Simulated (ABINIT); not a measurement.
Write the native input for ABINIT 10.8.3 (patched build) that does the following.

```
Task                : band structure
Functional          : PBE
Potentials or basis : PseudoDojo NC SR PBE v0.5 standard
Cutoff              : 1143 eV
k mesh              : 10 × 10 × 10
Occupations         : fermi-dirac, width 0.05 eV
Spin                : no spin polarisation
```

ZrN:

```
CELL_PARAMETERS angstrom
0.00000 2.30000 2.30000
2.30000 0.00000 2.30000
2.30000 2.30000 0.00000
ATOMIC_POSITIONS crystal
Zr 0.50000 0.50000 0.50000
N 0.00000 0.00000 0.00000
```

The input as run:

run.abi

```
# Datasets: ground state, then fixed potential
ndtset 2

# Pseudopotentials
pp_dirpath "./"
pseudos "Zr.upf, N.upf"

# Structure
acell 3*1.0
rprim
     0.0000000000     4.3463700866     4.3463700866
     4.3463700866     0.0000000000     4.3463700866
     4.3463700866     4.3463700866     0.0000000000
ntypat 2
znucl 40 7
natom 2
typat 1 2
xred
     0.5000000000     0.5000000000     0.5000000000
     0.0000000000     0.0000000000     0.0000000000

# Plane-wave basis
ecut 42.0

# Exchange and correlation
ixc 11

# Bands and occupations
occopt 3
tsmear 0.05 eV

# SCF cycle
nstep 100

# Output
iomode 3
prtwf 0
prteig 0
prtebands 0
enunit 1
prtden1 1

# Dataset 1
kptopt1 1
ngkpt1 10 10 10
nshiftk1 1
shiftk1 0.0 0.0 0.0
nband1 13
tolvrs1 1.0e-10

# Dataset 2: bands along G-X-W-K-G-L-U-W-L-K
iscf2 -2
getden2 1
nband2 17
nbdbuf2 2
tolwfr2 1.0e-12
kptopt2 -9
ndivsm2 6
prteig2 1
prtvol2 -3
kptbounds2
     0.0000000000     0.0000000000     0.0000000000
     0.5000000000     0.0000000000     0.5000000000
     0.5000000000     0.2500000000     0.7500000000
     0.3750000000     0.3750000000     0.7500000000
     0.0000000000     0.0000000000     0.0000000000
     0.5000000000     0.5000000000     0.5000000000
     0.6250000000     0.2500000000     0.6250000000
     0.5000000000     0.2500000000     0.7500000000
     0.5000000000     0.5000000000     0.5000000000
     0.3750000000     0.3750000000     0.7500000000
```

Potentials or basis: PseudoDojo NC SR PBE v0.5 standard.

Run with:

```console
$ abinit run.abi > log 2>&1
```

It gave:

The pressure is -0.6 GPa, the band gap on the k mesh is none (metal or under the smearing width) and the valence electrons inside the program's atomic spheres are Zr 8.42; N 5.19.

Wall time 80 s on 1 thread of Arm Neoverse V2, on a shared host, peak memory 0.12 GiB.
